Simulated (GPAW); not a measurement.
Input of a GPAW 26.7.0 run:

The input run.py:

```python
from ase import Atoms
from ase.calculators.mixing import SumCalculator
from ase.filters import FrechetCellFilter
from ase.io import write
from ase.optimize import FIRE
from dftd3.ase import DFTD3
from gpaw import GPAW, PW

atoms = Atoms(['Se', 'Se', 'Se'],
              cell=[[4.3662, 0.0, 0.0],
                    [-2.1831, 3.781240118, 0.0],
                    [0.0, 0.0, 4.9536]],
              scaled_positions=[[0.7746, 0.7746, 0.0],
                                [0.0, 0.2254, 0.6666666667],
                                [0.2254, 0.0, 0.3333333333]],
              pbc=True)

calc = GPAW(mode=PW(600),
            xc='PBE',
            kpts={'size': (7, 7, 6), 'gamma': True},
            occupations={'name': 'fermi-dirac', 'width': 0.05},
            nbands=19,
            convergence={'density': 1e-05, 'forces': 0.0001},
            maxiter=150,
            txt='gpaw.txt')
atoms.calc = SumCalculator([calc, DFTD3(method='pbe', damping='d3bj')])
opt = FIRE(FrechetCellFilter(atoms), trajectory='relax.traj', logfile='-')
done = opt.run(fmax=0.05, steps=60)
calc.write('gs.gpw')
write('result.traj', atoms)
print('Converged:', done)
print('Cell:', atoms.cell.cellpar().round(4))
print('Volume:', round(atoms.get_volume(), 4))
print(atoms.get_scaled_positions().round(5))
```

Potentials or basis: GPAW PAW data sets (gpaw-data 1.2.1), pw.

Run with:

```sh
$ OMP_NUM_THREADS=1 python run.py
```

Question: Predict the space group after relaxing (to 0.05 Å).

Answer: P3_121 (No. 152).

Question: Estimate the dispersion energy per atom.

Answer: -0.354 eV.

Question: What does it give for the band gap on the k mesh?

Answer: 0.90 eV, indirect (least direct gap 1.24 eV).

Forces in eV/Å, atoms in the order of the input:
```
Se   0.020  0.034  0.000
Se   0.020 -0.034  0.000
Se  -0.039  0.000  0.000
```

Caveat: later steps reuse the first step's grids; an odd mesh through Γ misses points on the zone boundary, where band edges often lie.
